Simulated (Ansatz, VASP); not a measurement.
# MnO: VASP beside Ansatz

```
CELL_PARAMETERS angstrom
3.37170 0.00000 0.00000
-1.68585 2.91998 0.00000
0.00000 0.00000 5.38550
ATOMIC_POSITIONS crystal
Mn 0.33333 0.66667 0.01096
Mn 0.66667 0.33333 0.51096
O 0.33333 0.66667 0.37547
O 0.66667 0.33333 0.87547
```

Alike in both runs: task single point; functional PBE; k mesh 12 × 12 × 8; occupations gaussian, width 0.1 eV; no spin polarisation.

```csv
,VASP,Ansatz
version,VASP 6.6.1,Ansatz 0.2.0
potentials or method,"VASP PAW PBE potentials, release 64 (Mn_pv, O)","scalar-relativistic, plane waves, PAW"
plane-wave cutoff (eV),520,420
valence electrons in the cell,38,42
```

VASP gave:

| Property | Result |
| --- | --- |
| gap on the k mesh at the Fermi level (eV) | none |
| rms of the force components (eV/Å) | 0.151 |

Question: What did Ansatz give for the same quantities?

Answer: gap on the k mesh at the Fermi level (eV): none; rms of the force components (eV/Å): 0.134.

Atom by atom the forces differ by 0.017 eV/Å (rms over components). A gap of «none» marks a metal or a gap that the smearing closes. The two sets of potentials don't hold the same shells in valence.

Caveats: the run has no spin polarisation, though such a crystal can be magnetic; semilocal functionals often make such compounds metallic where correlation or magnetic order opens a gap, which also shifts bond lengths. Spin polarisation is off, so any magnetic state and its effect on volume and gap are missing.
